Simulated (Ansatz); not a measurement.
**CrCuO2 (C2/m): equation of state**

How stiff is CrCuO2 (C2/m)? Energies and pressures are computed at volumes on both sides of the relaxed cell and fitted.

Method: DFT r²SCAN, scalar-relativistic, plane waves, PAW, in Ansatz 0.2.0.

## 1. Starting point

Symmetry: C2/m, No. 12, monoclinic system. Conventional cell: a = 5.087 Å, b = 2.982 Å, c = 5.943 Å, α = 90.00°, β = 106.20°, γ = 90.00°. Cr (site symmetry 2/m) is surrounded by 6 O at 1.99 Å. Cu (site symmetry 2/m) is surrounded by 2 O at 1.84 Å. O (site symmetry m) has 1 Cu at 1.84 Å and 3 Cr at 1.99 Å as nearest neighbours.

Cell or atoms stand a little off a more symmetric structure (R-3m at a tolerance of 0.3 Å), so results at this geometry aren't those of that ideal crystal.

As a file:

```
Cr Cu O
1.0
    -4.40565   -2.54360    0.01689
     1.49085   -2.58223    0.00000
     1.45249    0.83860    5.70185
Cr Cu O
2 2 4
Direct
  0.50000 0.00000 0.50000
  0.00000 0.50000 0.50000
  0.00000 0.00000 0.00000
  0.50000 0.50000 0.00000
  0.10611 0.00000 0.32199
  0.89389 0.00000 0.67801
  0.60611 0.50000 0.32199
  0.39389 0.50000 0.67801
```

An earlier run at r²SCAN left this cell at 10.822 Å³/atom and 0.02 GPa (6×8×4 mesh). The large moments point both ways and cancel.

Volume factors to run: 0.980, 1.020, 0.960, 1.040.

## 2. Scaling the volume by 0.980

Input file input.yaml:

```yaml
crystal:
  lattice:
    - [-4.3760805559, -2.526531287, 0.0167719913]
    - [1.4808431548, -2.564895582, 0.0]
    - [1.4427443459, 0.8329688365, 5.6635815668]
  atoms:
    - { symbol: Cr, position: [0.5, 0.0, 1.5], spin: 2.65 }
    - { symbol: Cu, position: [0.0, 0.0, 0.0], spin: -0.05 }
    - { symbol: O, position: [0.106114755, 0.0, 0.3219932796] }
    - { symbol: O, position: [0.893885245, 0.0, 2.6780067204] }
    - { symbol: Cr, position: [1.0, 0.5, 1.5], spin: -2.65 }
    - { symbol: Cu, position: [0.5, 0.5, 0.0], spin: 0.05 }
    - { symbol: O, position: [0.6061147553, 0.5, 0.3219932803] }
    - { symbol: O, position: [1.3938852447, 0.5, 2.6780067197] }
basis:
  ecutwfc: 500
  ecutrho_ratio: 4
kpoints:
  mp_grid: { grid: [6, 8, 4] }
hamiltonian:
  xc: r2scan
scf:
  occupations: { method: gaussian, width: 0.05 }
output:
  forces: true
  stress: true
  eigenvalues: true
  populations: true
magnetization:
  spin_polarized: true
relax:
  f_tol: 0.01
  max_steps: 40
  cell: { stress_tol: 0.1, fix: [volume] }
```

Command:

```sh
ansatz run input.yaml --threads 4 --pin off --max-ram 10240MiB --backend cpu --events-out ev --progress --plain --runs-dir out
```

Further steps of the session: Volume × 1.020; Scaling the volume by 0.960; Scaling the volume by 1.040.

Before running it: what results should come out? Wanted: V0; B0; B0′; scatter of the fit.

**Answer**, as computed:

| quantity | value |
| --- | --- |
| V0 | 10.822 Å³/atom |
| B0 | 158 GPa |
| B0′ | 3.2 |
| scatter of the fit | 0.001 meV/atom |

What this shows: The fitted minimum lies at 10.82 Å³/atom, and the bulk modulus is 158 GPa. One per cent of compression takes about 1.6 GPa. The moment on atom 1 grows from 2.37 to 2.45 μB on expansion. These are values at 0 K without zero-point motion.
